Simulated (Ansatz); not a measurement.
**HgSe: one crystal by all-electron and frozen-core methods**

Aim: solve HgSe at one geometry with all-electron LAPW, PAW on the default files and datasets made for this crystal, and see where they agree.

Program: Ansatz 0.2.0. Level of theory: DFT PBEsol, scalar-relativistic. These are calculated values, not measurements.

### Step 1. The starting structure

It takes space group F-43m (No. 216, cubic). Conventional cell: a = 6.072 Å, b = 6.072 Å, c = 6.072 Å, α = 90.00°, β = 90.00°, γ = 90.00°. Hg (site symmetry -43m) is surrounded by 4 Se at 2.63 Å. Se (site symmetry -43m) has 4 Hg at 2.63 Å as nearest neighbours.

Structure file:

```
Hg Se
1.0
     0.00000    3.03600    3.03600
     3.03600    0.00000    3.03600
     3.03600    3.03600    0.00000
Hg Se
1 1
Direct
  0.00000 0.00000 0.00000
  0.75000 0.75000 0.75000
```

The structure is an experimental refinement, used without relaxation.

Atoms are numbered in the order of the input: Hg1, Se2.

### Step 2. All-electron LAPW

Contents of input.yaml:

```yaml
crystal:
  lattice:
    - [0.0, 3.036, 3.036]
    - [3.036, 0.0, 3.036]
    - [3.036, 3.036, 0.0]
  atoms:
    - { symbol: Hg, position: [0.0, 0.0, 0.0] }
    - { symbol: Se, position: [0.75, 0.75, 0.75] }
kpoints:
  mp_grid: { grid: [9, 9, 9] }
  band_path:
    path:
      - [0.0, 0.0, 0.0]
      - [-0.5, -0.5, 0.0]
      - [-0.375, -0.375, 0.25]
      - [-0.375, 0.0, 0.375]
      - [0.0, 0.0, 0.0]
      - [0.0, 0.0, 0.5]
      - [-0.5, -0.25, 0.25]
      - [-0.5, -0.5, 0.0]
    npoints: 14
scf:
  occupations: { method: fermi_dirac, width: 0.02 }
hamiltonian:
  xc: pbesol
  pseudopotentials: { kind: all_electron, lapw: { basis_error: 0.00025 } }
output:
  forces: true
  stress: true
  eigenvalues: true
  populations: true
  dos: { projected: true, de: 0.2, e_range: [-14, 8] }
```

The run is started by

```console
$ ansatz run input.yaml --threads 1 --pin off --max-ram 3072MiB --backend cpu --events-out ev --progress --plain --runs-dir out
```

### Step 3. PAW on the default files

input.yaml: that of step 2 with these lines changed.

```diff
@@ -25,3 +25,3 @@
   xc: pbesol
-  pseudopotentials: { kind: all_electron, lapw: { basis_error: 0.00025 } }
+  pseudopotentials: { kind: paw }
 output:
@@ -30,3 +30,9 @@
   eigenvalues: true
+  efg: { contact_densities: true }
   populations: true
+  bader: true
   dos: { projected: true, de: 0.2, e_range: [-14, 8] }
+  write_density: true
+  write_potential: true
+  elf: true
+  volumetric_format: npy
```

### Step 4. Datasets made for this crystal

input.yaml: that of step 3 with these lines changed.

```diff
@@ -20,3 +20,3 @@
       - [-0.5, -0.5, 0.0]
-    npoints: 14
+    npoints: 8
 scf:
@@ -25,3 +25,3 @@
   xc: pbesol
-  pseudopotentials: { kind: paw }
+  pseudopotentials: { kind: all_electron, datasets: crystal }
 output:
@@ -31,8 +31 @@
   efg: { contact_densities: true }
-  populations: true
-  bader: true
-  dos: { projected: true, de: 0.2, e_range: [-14, 8] }
-  write_density: true
-  write_potential: true
-  elf: true
-  volumetric_format: npy
```

(Steps that only read results are left out.)

Before running it: what results should come out? Wanted: pressure; gap; Bader charges; highest ELF.

The runs gave:

```
           quantity                                           value
           pressure  LAPW 1.68, PAW 1.67, crystal datasets 1.68 GPa
         gap (LAPW)                                            none
Bader charges (PAW)                          Hg1 +0.33, Se2 -0.33 e
  highest ELF (PAW)                            0.80, 0.83 Å from Se
```

**Reading.** The pressure of 1.7 GPa pushes the cell to expand, with the atoms held in place. There is no gap at this level: the crystal is a metal or semimetal here, or the functional closes a real gap. Spin-orbit coupling is left out of this run, though the cell holds Hg; it can open or close small gaps. Se 4p carries the largest share, 86 %, of the projected states within 0.3 eV of the Fermi level. The projection holds only the free atom's occupied shells (Hg 6s, Hg 5d, Se 4s, Se 4p in this range). PAW lies -0.01 GPa from LAPW in pressure. LAPW took about 2.8 times as long as PAW (61 s against 22 s, on a shared host and with the outputs that each input asks for).
